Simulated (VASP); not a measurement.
The system is CdS (Greenockite).

```xyz
4
Lattice="4.1315 0.0000 0.0000 -2.0657 3.5780 0.0000 0.0000 0.0000 6.7246" Properties=species:S:1:pos:R:3 pbc="T T T"
Cd    0.0000    2.3853    6.7200
Cd    2.0657    1.1927    3.3577
S     0.0000    2.3853    2.5263
S     2.0657    1.1927    5.8886
```

Base run:

| Quantity | Value |
| --- | --- |
| Program | VASP 6.6.1 |
| Functional | PBE0 |
| Potentials or basis | VASP PAW PBE potentials, release 64 (Cd, S) |
| Cutoff | 520 eV |
| k mesh | 6 × 6 × 3 |
| Occupations | gaussian, width 0.03 eV |
| Spin | no spin polarisation |

Its results: band gap on the k mesh 2.90 eV, direct; pressure 1.8 GPa; largest force 0.004 eV/Å.

Question: The run is repeated on the same cell with these changes: functional from PBE0 to HSE06. What comes out?

Answer: Band gap on the k mesh 2.27 eV, direct; pressure 1.9 GPa; largest force 0.005 eV/Å.

Caveats: the PAW data sets were made with another functional, which shifts forces and pressure a little.
